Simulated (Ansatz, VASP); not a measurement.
**One calculation of GaCo, two programs**

```
Ga Co
1.0
     2.87800    0.00000    0.00000
     0.00000    2.87800    0.00000
     0.00000    0.00000    2.87800
Ga Co
1 1
Direct
  0.50000 0.50000 0.50000
  0.00000 0.00000 0.00000
```

Alike in both runs: functional PBEsol; dispersion D3(BJ); k mesh 9 × 9 × 9; occupations fermi-dirac, width 0.05 eV; collinear spin; Hubbard terms Co d U = 5.0 eV.

|  | VASP | Ansatz |
| --- | --- | --- |
| version | VASP 6.6.1 | Ansatz 0.2.0 |
| potentials or method | VASP PAW PBE potentials, release 64 (Ga_d, Co) | JTH PAW |
| plane-wave cutoff (eV) | 520 | 3600 |
| valence electrons in the cell | 22 | 30 |
| task | single point | density of states |

```tsv
	VASP	Ansatz	Ansatz less VASP
gap on the k mesh at the Fermi level (eV)	none	none	-
pressure (GPa)	-1.7	3.0	+4.66
net moment per atom (μB)	0.67	0.66	-0.004
size of the moment on the site where the two differ most (μB)	1.46	1.41	-0.048
dispersion energy (meV/atom)	-408.1	-408.3	-0.12
```

Site moments also hang on the region over which each program counts them. The programs project onto different local orbitals, so the same U acts differently. A gap of «none» marks a metal or a gap that the smearing closes. The two sets of potentials don't hold the same shells in valence.

Caveats: pairwise dispersion overbinds metals, which lowers pressure and volume; the U is typed as a test and isn't derived for this compound; the PAW data sets were made with another functional, which shifts forces and pressure a little (VASP); the magnetic or orbital state may not be the lowest (Ansatz); the density of states is complete only up to the lowest level of the last band computed (Ansatz). The state reached can hang on the start; a lower one may exist.
